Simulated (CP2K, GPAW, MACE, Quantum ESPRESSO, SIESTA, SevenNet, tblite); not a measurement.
# GPAW on random wurtzite alloy of AlN and GaN (72 atoms): settings against a plane-wave reference

How do the settings of GPAW change the result for random wurtzite alloy of AlN and GaN (72 atoms)? A plane-wave run serves as the yardstick.

Main program and level: GPAW 26.7.0; the method is named at each step.

### 1. The starting structure

The cell holds 72 atoms: 32 Al, 36 N and 4 Ga. Its edges and angles: a = 9.362 Å, b = 9.362 Å, c = 10.009 Å, α = 90.0°, β = 90.0°, γ = 120.0°. It derives from AlN (wurtzite), repeated 3×3×2. Wurtzite AlN, 3 x 3 x 2 conventional cells, 4 of 36 Al sites given to Ga at random (x = 0.111), lattice by Vegard's rule (a = 3.121 Å, c = 5.005 Å); not relaxed, displaced by a Gaussian of 0.02 Å. Then every atom was moved at random, 0.03 Å r.m.s. a Cartesian component.

The yardstick, on the same geometry:

```
method                                           : Kohn-Sham DFT, PBE, SSSP efficiency 1.3.0 pseudopotentials, plane waves (Quantum ESPRESSO 7.5); sssp-pbe-1.3.0-efficiency, cutoffs 70/560 Ry, Γ point
r.m.s. force component                           : 0.9384 eV/Å
longest force                                    : 3.495 eV/Å
pressure                                         : 5.472 GPa
gap (highest filled to lowest empty level) : 3.711 eV
time                                             : 3.2 min on 4 MPI ranks of Arm Neoverse V2, shared host
CPU time                                         : 13 min
```

### 2. PBE, LCAO dzp, h 0.18 Å

Method: Kohn-Sham DFT, PBE, PAW, atomic orbitals (dzp).

The input, run.py:

```python
import numpy as np
from ase.io import read
from gpaw import GPAW, FermiDirac

atoms = read("structure.xyz")
atoms.calc = GPAW(
    mode="lcao",
    basis="dzp",
    h=0.18,
    xc="PBE",
    kpts={"size": (1, 1, 1), "gamma": True},
    occupations=FermiDirac(0.05),
    maxiter=200,
    symmetry={"point_group": False},
    txt="gpaw.txt",
)
energy = atoms.get_potential_energy(force_consistent=True)
forces = atoms.get_forces()
print(f"energy {energy:.6f} eV")
print("forces (eV/A)")
for i, (a, f) in enumerate(zip(atoms, forces)):
    print(f"{i:4d} {a.symbol:2s} {f[0]:10.5f} {f[1]:10.5f} {f[2]:10.5f}")
print(f"Fermi level {atoms.calc.get_fermi_level():.4f} eV")
for k in range(len(atoms.calc.get_ibz_k_points())):
    for s in range(atoms.calc.get_number_of_spins()):
        e = atoms.calc.get_eigenvalues(kpt=k, spin=s)
        n = np.searchsorted(e, atoms.calc.get_fermi_level())
        print(f"k {k} spin {s} levels about the Fermi level:", np.round(e[max(n - 6, 0):n], 4).tolist(), "|", np.round(e[n:n + 6], 4).tolist())
```

The input, structure.xyz:

```xyz
72
Lattice="9.36180 0.00000 0.00000 -4.68090 8.10756 0.00000 0.00000 0.00000 10.00920" Properties=species:S:1:pos:R:3 pbc="T T T"
Al 9.34364 0.03146 0.01481
N -0.02958 1.76534 0.58424
Al 0.01095 1.84317 2.50350
N 9.29870 0.06908 3.06652
Al 9.34883 0.01257 5.01431
N -0.04264 1.79445 5.54460
Al -0.02233 1.81439 7.55524
N 9.34359 0.01938 8.13358
Al -1.58205 2.78689 0.05265
N -1.59104 4.46337 0.58324
Al -1.56183 4.49889 2.48709
N -1.54605 2.70363 3.09935
Ga 7.78738 2.72649 4.97707
N -1.53899 4.49564 5.63088
Al -1.57494 4.50667 7.49369
N 7.80549 2.69463 8.04980
Al 6.22958 5.35156 0.04214
N -3.09932 7.18930 0.59315
Al -3.15656 7.20122 2.52212
N 6.19363 5.41415 3.09294
Al 6.16610 5.33907 5.03303
N -3.10147 7.19432 5.61286
Al -3.06136 7.18743 7.44574
N 6.15955 5.45809 8.05791
Al -1.55832 8.09986 0.01251
N 3.12693 1.78528 0.54961
Al 3.17112 1.80393 2.47978
N 3.09262 0.01046 3.11997
Al -1.55499 8.06929 4.98048
N 3.18095 1.77750 5.56351
Al 3.12492 1.80709 7.54544
N -1.63157 8.09994 8.11376
Al 1.63363 2.64209 0.00711
N 1.59623 4.52767 0.53649
Al 1.52625 4.47813 2.48528
N 1.56890 2.75276 3.14679
Al 1.59787 2.69917 5.01811
N 1.54648 4.57088 5.51877
Al 1.52246 4.53610 7.54714
N 1.59815 2.66398 8.01907
Al -0.02036 5.37556 9.95965
N -0.02186 7.20235 0.61326
Al 0.01437 7.21921 2.48729
N 0.00899 5.44406 3.08674
Al 0.01259 5.40766 5.02482
N -0.04601 7.23365 5.63318
Ga 0.00637 7.24702 7.50860
N -0.00487 5.45363 8.06631
Ga 6.24395 0.04670 0.03153
N 6.21675 1.80807 0.55241
Al 6.29572 1.81626 2.49619
N 1.58870 8.06637 3.12908
Al 6.22195 0.08902 5.05495
N 6.18375 1.79745 5.63198
Al 6.26042 1.77604 7.53773
N 6.25200 0.02416 8.10285
[... 12 atom lines left out ...]
Al 3.17534 5.34467 4.99009
N 3.12450 7.16725 5.52638
Al 3.12268 7.24905 7.49689
N 3.14954 5.41642 8.14999
```

On the command line:

```sh
$ OMP_NUM_THREADS=1 python run.py > output.txt
```

Output:

```text
energy -489.493974 eV
forces (eV/A)
   0 Al    0.26000   -1.57755   -0.15690
   1 N     0.48595    1.97452    0.19830
   2 Al    0.41279   -0.48277    0.20166
   3 N     3.00875    0.39792    1.07600
   4 Al    0.06345   -0.40208   -0.39078
   5 N     2.39273   -0.53888    1.57518
   6 Al    0.62850   -0.70263   -1.20734
   7 N     0.39606   -0.09679   -0.64136
   8 Al    0.48949   -3.13264   -1.65776
   9 N     0.57453    1.75432    0.42258
  10 Al    0.02592    0.86272    0.94675
  11 N    -0.19472    0.68323   -2.79328
  12 Ga   -0.64791   -0.73671    1.20894
  13 N    -0.72222    2.15379   -0.23426
  14 Al   -0.56082    0.26238    0.29432
  15 N    -0.42107    0.98741    1.49981
  16 Al   -0.77372    1.64172   -1.07254
  17 N    -0.53866   -0.13916    0.24419
  18 Al    0.01830    0.83820   -0.18035
  19 N     1.05440   -0.49830    0.21124
  20 Al    2.00239    1.46662   -0.33510
  21 N    -0.56199   -0.19957   -1.33380
  22 Al   -1.87531    0.70476    1.12197
  23 N     1.34328   -1.59567    0.88547
[...]
64 Al    0.36765    0.87923    0.33385
  65 N     1.69733   -0.75014   -2.38738
  66 Ga   -0.55973    0.27798    0.78304
  67 N    -0.15019   -3.20824   -0.03935
  68 Al   -1.83529    1.73652   -0.47153
  69 N    -0.34661    0.71772    1.34179
  70 Al    0.51274   -0.81958   -0.37564
  71 N    -1.19551    0.30534   -1.03055
Fermi level 7.7310 eV
k 0 spin 0 levels about the Fermi level: [5.9531, 6.018, 6.0523, 6.3242, 6.3993, 6.5285] | [10.194, 11.3144, 11.3976, 11.6891, 11.7915, 11.8312]
```

gpaw.txt:

```text
Input parameters:
  mode=LCAO(),
  basis={'default': 'dzp'},
  h=0.18,
  kpts=MonkhorstPack(size=(1, 1, 1), gamma=True),
  maxiter=200,
  occupations=Occupations(name='fermi-dirac', width=0.05, fixmagmom=False),
  symmetry=Symmetry(point_group=False),
  xc=XC(name='PBE')
Unit cell  # Å
| periodic |         x |        y |         z |   lengths |     angles |
|----------|-----------|----------|-----------|-----------|------------|
|      yes |  9.361800 | 0.000000 |  0.000000 |  9.361800 |  90.000000 |
|      yes | -4.680900 | 8.107560 |  0.000000 |  9.361803 |  90.000000 |
|      yes |  0.000000 | 0.000000 | 10.009200 | 10.009200 | 119.999990 |
Number of symmetries: 1
Symmetry operations  # r_c * U_cc + t_c -> r_c
|   | kind |            matrix            |
|---|------|------------------------------|
| 0 |  E   |  1, 0, 0,  0, 1, 0,  0, 0, 1 |
BZ-sampling:
  Number of BZ points: 1
  Number of IBZ points: 1
  Monkhorst-Pack size: [1, 1, 1]
  Monkhorst-Pack shift: [0, 0, 0]
[... lines left out ...]
eigensolver:
density mixing:
  MSR1-Mixer
occupation numbers:
  Fermi-Dirac:
    width: 0.0500  # eV
FastPoissonSolver using
    Stencil: 8*3+1=25 point O(h^6) finite-difference Laplacian
xc functional:
  name: PBE with 2 nearest neighbor stencil
interpolation: tri-quintic # 5. degree polynomial
Initialization done in: 7.952 s
convergence criteria:
- Maximum [total energy] change in last 3 cyles: 0.0005 eV / valence electron
- Maximum integral of absolute [dens]ity change: 0.0001 electrons / valence electron
- Maximum integral of absolute [eigenst]ate change: 4e-08 eV^2 / valence electron
maximum number of iterations: 200
SCF iterations
|iter     |      energy | eigst |  dens |
|---------|-------------|-------|-------|
|iter:   1| -545.890937 |      c|       |
|iter:   2| -531.302936 |      c| -0.60 |
|iter:   3| -489.097393 |      c| -0.65 |
|iter:   4| -489.381304 |      c| -1.29 |
|iter:   5| -489.527953 |      c| -1.58 |
|iter:   6| -489.494183 |      c| -2.47 |
|iter:   7| -489.494031c|      c| -3.35 |
|iter:   8| -489.493983c|      c| -3.70 |
|iter:   9| -489.493974c|      c| -3.98 |
|iter:  10| -489.493974c|      c| -4.52c|
Converged in 10 steps
SCF loop duration: 193.773 s (19.377 s/step)
Energy contributions relative to reference atoms: (reference = -476190.204745)
Energy contributions:
  Kinetic:         808.999181
  Coulomb:        -689.122222
  Zero:             15.991125
  External:          0.000000
  Xc:             -625.362058
  Entropy:          -0.000000
  Spinorbit:         0.000000
  ----------------------------
  Free energy:    -489.493974
  Extrapolated:   -489.493974
dipole moment: (128.983147, -47.514159, -90.749743)  # |e|*Ang
Fermi level: 7.731
Eigenvalues  # (at kpt = [0.000, 0.000, 0.000])
| band index |      eig [eV] | occ [0-2] |
|------------|---------------|-----------|
|          0 |        -9.138 |     2.000 |
|        ... |               |           |
|        136 |         5.873 |     2.000 |
|        137 |         5.889 |     2.000 |
[...]
|        151 |        11.985 |     0.000 |
|        ... |               |           |
|        176 |        13.784 |     0.000 |
Gap: 3.665 eV
Transition (v -> c):
  (s=0, k=0, n=143, [0.00, 0.00, 0.00]) -> (s=0, k=0, n=144, [0.00, 0.00, 0.00])
No difference between direct/indirect transitions
Force computation time: 48.135  # s
timing:  # [seconds]
  Total:  249.889  # ━━━━━━━━━━━━━━━━━━━━━━━━━━━━━━━━━━━━━━━━━━━━━━━━━━━━━━━━
  Init:     7.952  # ━━
  SCF:    193.773  # ━━━━━━━━━━━━━━━━━━━━━━━━━━━━━━━━━━━━━━━━━━━╸
  Forces:  48.136  # ━━━━━━━━━━━
```

Elapsed: 4.2 min, on 1 thread of Arm Neoverse V2, shared host; peak memory 1.3 GiB.

Banners, paths, timers and routine set-up lines are dropped from the logs unmarked, and long logs keep their key lines alone; longer cuts are marked.

Numbers from this run, and their distance from the reference:

* r.m.s. force component: 1.082 eV/Å
* r.m.s. difference of force components: 240.2 meV/Å
* longest difference of force vectors: 1233 meV/Å
* force difference over r.m.s. force: 25.6 %
* slope of forces against the reference's: 1.132
* correlation of force components: 0.9818
* gap (highest filled to lowest empty level): 3.666 eV
* gap difference: -0.045 eV

This run lies far from the reference in forces at the same functional. Basis and potentials both differ; the latter hold 288 valence electrons against the reference's 328.

Length of the force difference by element (eV/Å):

```
element  atoms   mean  most
     Al     32  0.064  0.11
     Ga      4   0.39  0.53
      N     36   0.39   1.2
```

Levels nearest the highest filled one (eV from it): -0.58, -0.51, -0.48, -0.20, -0.13, 0.00, 3.67, 4.79, 4.87, 5.16, 5.26, 5.30.

Local excerpt of 9 atoms (numbers count through the whole input) about Al23, picked at random; x, y, z are measured from there.

```
atom      x      y      z  distance (Å)  bonds     Fx     Fy  Fz (eV/Å)
Al23   0.00   0.00   0.00          0.00      4  -1.88   0.70       1.12
 N32   1.43   0.91   0.67          1.82      4   0.54   1.22       0.73
 N22  -0.04   0.01  -1.83          1.83      4  -0.56  -0.20      -1.33
 N24  -0.14  -1.73   0.61          1.84      4   1.34  -1.60       0.89
  N8  -1.64   0.94   0.69          2.01      4   0.40  -0.10      -0.64
Al29   1.51   0.88  -2.47          3.02      4  -0.36   0.61       0.43
Al21  -0.13  -1.85  -2.41          3.04      4   2.00   1.47      -0.34
Al15   1.49  -2.68   0.05          3.07      4  -0.56   0.26       0.29
Ga47   3.07   0.06   0.06          3.07      4  -0.81   0.71       0.31
```

Atoms are counted from 1 here, from 0 in the log.

Forces lie 26 % from the reference's, at 0.32 times its CPU time (on 1 against 4 cores).

### 3. PBE, LCAO sz(dzp), h 0.18 Å

Method: Kohn-Sham DFT, PBE, PAW, atomic orbitals (sz(dzp)).

Changes to run.py since step 2:

```diff
@@ -7,3 +7,3 @@
     mode="lcao",
-    basis="dzp",
+    basis="sz(dzp)",
     h=0.18,
```

structure.xyz is that of step 2.

Output:

```text
energy -446.949318 eV
forces (eV/A)
   0 Al    0.32460   -1.79207   -0.27808
   1 N     0.55949    2.12236    0.37353
   2 Al    0.38039   -0.51339    0.18648
   3 N     2.98874    0.25229    1.20959
   4 Al    0.09061   -0.52120   -0.71445
   5 N     2.31446   -0.42205    1.81313
[...]
69 N    -0.36950    0.74294    1.58865
  70 Al    0.43464   -1.21294   -0.39360
  71 N    -1.25379    0.33860   -0.98188
Fermi level 8.6522 eV
k 0 spin 0 levels about the Fermi level: [6.7384, 6.8143, 6.8598, 7.2569, 7.3267, 7.4446] | [10.8819, 13.1221, 13.193, 13.3019, 13.3651, 13.4375]
```

gpaw.txt:

```text
Input parameters:
  mode=LCAO(),
  basis={'default': 'sz(dzp)'},
  h=0.18,
  kpts=MonkhorstPack(size=(1, 1, 1), gamma=True),
  maxiter=200,
  occupations=Occupations(name='fermi-dirac', width=0.05, fixmagmom=False),
[... lines left out ...]
  Fermi-Dirac:
[... lines left out ...]
convergence criteria:
- Maximum [total energy] change in last 3 cyles: 0.0005 eV / valence electron
[... lines left out ...]
Converged in 9 steps
[... lines left out ...]
  Free energy:    -446.949318
[... lines left out ...]
Fermi level: 8.652
[... lines left out ...]
|        ... |               |           |
|        176 |        16.061 |     0.000 |
Gap: 3.437 eV
Transition (v -> c):
  (s=0, k=0, n=143, [0.00, 0.00, 0.00]) -> (s=0, k=0, n=144, [0.00, 0.00, 0.00])
No difference between direct/indirect transitions
Force computation time: 9.202  # s
timing:  # [seconds]
  Total:  51.118  # ━━━━━━━━━━━━━━━━━━━━━━━━━━━━━━━━━━━━━━━━━━━━━━━━━━━━━━━━━
  Init:    5.604  # ━━━━━━
  SCF:    36.284  # ━━━━━━━━━━━━━━━━━━━━━━━━━━━━━━━━━━━━━━━━╸
  Forces:  9.202  # ━━━━━━━━━━╸
```

It took 52 s on 1 thread; peak memory 0.94 GiB.

Compared with the plane-wave run:

```yaml
r_m_s_force_component: 1.182 eV/Å
r_m_s_difference_of_force_components: 290.1 meV/Å
longest_difference_of_force_vectors: 1305 meV/Å
force_difference_over_r_m_s_force: 30.92 %
slope_of_forces_against_the_reference_s: 1.245
correlation_of_force_components: 0.9888
spacing_of_highest_filled_and_lowest_empty_level: 3.437 eV
gap_difference: -0.2732 eV
```

This is a coarse setting, run to see what it loses.

Against the first run (26 %), the force difference from the reference is 31 %, at 0.21 times the CPU time, with 288 basis functions against 936: the smaller basis costs accuracy.

### 4. PBE, LCAO dzp, h 0.15 Å

Method: Kohn-Sham DFT, PBE, PAW, atomic orbitals (dzp).

Changes to run.py since step 3:

```diff
@@ -3,2 +3,3 @@
 from gpaw import GPAW, FermiDirac
+from ase.parallel import parprint as print
 
@@ -7,4 +8,4 @@
     mode="lcao",
-    basis="sz(dzp)",
-    h=0.18,
+    basis="dzp",
+    h=0.15,
     xc="PBE",
```

structure.xyz is that of step 3.

On the command line:

```sh
$ OMP_NUM_THREADS=1 mpirun -np 2 gpaw python run.py > output.txt
```

Output:

```text
energy -497.072290 eV
forces (eV/A)
   0 Al    0.24491   -1.56725   -0.15188
   1 N     0.47369    2.00580    0.19742
   2 Al    0.41757   -0.48508    0.20177
   3 N     2.95845    0.34077    1.06374
   4 Al    0.05577   -0.39757   -0.38844
   5 N     2.40040   -0.45510    1.58022
   6 Al    0.63111   -0.70010   -1.20341
   7 N     0.39993   -0.09698   -0.63322
   8 Al    0.49701   -3.12486   -1.65190
   9 N     0.59104    1.70474    0.40819
  10 Al    0.02861    0.86212    0.94036
  11 N    -0.20586    0.73508   -2.73082
[...]
67 N    -0.18814   -3.16281   -0.05396
  68 Al   -1.83597    1.74794   -0.47649
  69 N    -0.30483    0.71683    1.30274
  70 Al    0.49871   -0.81946   -0.37394
  71 N    -1.15341    0.24336   -1.00617
Fermi level 7.7214 eV
k 0 spin 0 levels about the Fermi level: [5.9492, 6.0138, 6.0477, 6.3196, 6.3941, 6.5257] | [10.1958, 11.3128, 11.396, 11.6866, 11.7894, 11.8287]
```

gpaw.txt:

```text
Input parameters:
  mode=LCAO(),
  basis={'default': 'dzp'},
  h=0.15,
  kpts=MonkhorstPack(size=(1, 1, 1), gamma=True),
  maxiter=200,
  occupations=Occupations(name='fermi-dirac', width=0.05, fixmagmom=False),
  symmetry=Symmetry(point_group=False),
  xc=XC(name='PBE')
[... lines left out ...]
  Fermi-Dirac:
[... lines left out ...]
convergence criteria:
- Maximum [total energy] change in last 3 cyles: 0.0005 eV / valence electron
[... lines left out ...]
Converged in 10 steps
[... lines left out ...]
  Free energy:    -497.072290
[... lines left out ...]
dipole moment: (129.352592, -47.734281, -90.208302)  # |e|*Ang
Fermi level: 7.721
Eigenvalues  # (at kpt = [0.000, 0.000, 0.000])
| band index |      eig [eV] | occ [0-2] |
|------------|---------------|-----------|
|          0 |        -9.129 |     2.000 |
|        ... |               |           |
|        136 |         5.869 |     2.000 |
|        137 |         5.886 |     2.000 |
[...]
|        151 |        11.983 |     0.000 |
|        ... |               |           |
|        176 |        13.779 |     0.000 |
Gap: 3.670 eV
Transition (v -> c):
  (s=0, k=0, n=143, [0.00, 0.00, 0.00]) -> (s=0, k=0, n=144, [0.00, 0.00, 0.00])
No difference between direct/indirect transitions
Force computation time: 45.257  # s
```

Elapsed: 4 min, on 2 MPI ranks; peak memory 2.7 GiB; 8 min of CPU time.

Numbers from this run, and their distance from the reference:

```yaml
r_m_s_force_component: 1.075 eV/Å
r_m_s_difference_of_force_components: 233.9 meV/Å
longest_difference_of_force_vectors: 1204 meV/Å
force_difference_over_r_m_s_force: 24.92 %
slope_of_forces_against_the_reference_s: 1.125
correlation_of_force_components: 0.9821
spacing_of_highest_filled_and_lowest_empty_level: 3.67 eV
gap_difference: -0.0404 eV
energy_less_the_same_level_run_s: -105.3 meV/atom
r_m_s_force_difference_from_the_same_level_run: 28.91 meV/Å
```

Against the first run (26 %), the force difference from the reference is 25 %, at 1.9 times the CPU time (on 2 against 1 cores): the change moves forces by 29 meV/Å r.m.s., so most of the difference comes from elsewhere.

(Part 1 of 2 ends here.)

[Also dropped from logs without a mark: logging warnings of Python, and SIESTA's first energy breakdown and zero terms.]

[Logs are printed without paths, hosts, clocks, repeated set-up lines and the standing remarks that a program may print on its own settings, such as how far it seeks lower states.]

[Hosts, paths, dates, database ids (printed as entryN), source tags and the programs' standing remarks are cut or masked in the printed files.]
